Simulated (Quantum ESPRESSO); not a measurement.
The system is ZnS.

```
Zn S
1.0
     0.00000    2.70200    2.70200
     2.70200    0.00000    2.70200
     2.70200    2.70200    0.00000
Zn S
1 1
Cartesian
  4.0530 4.0530 4.0530
  0.0000 0.0000 0.0000
```

Base run:

* Program: Quantum ESPRESSO 7.5
* Functional: AM05
* Potentials or basis: SG15 PBE 1.2
* Cutoff: 952 eV
* Density cutoff: 3810 eV
* k mesh: 6 × 6 × 6, shifted
* Occupations: fermi-dirac, width 0.05 eV
* Spin: no spin polarisation

Its results: pressure -1.3 GPa; electronic dielectric tensor (diagonal) 6.12.

The run is repeated on the same cell with these changes: functional from AM05 to BLYP. What comes out?

Pressure 4.7 GPa; electronic dielectric tensor (diagonal) 5.89.

BLYP binds less tightly than AM05, so the same cell stands under more pressure.

Caveats: the potentials were made for another functional, which shifts forces and pressure; the cell is more than 3 GPa from zero pressure, which shifts response properties (some runs).

Not every run made on this cell is shown here.
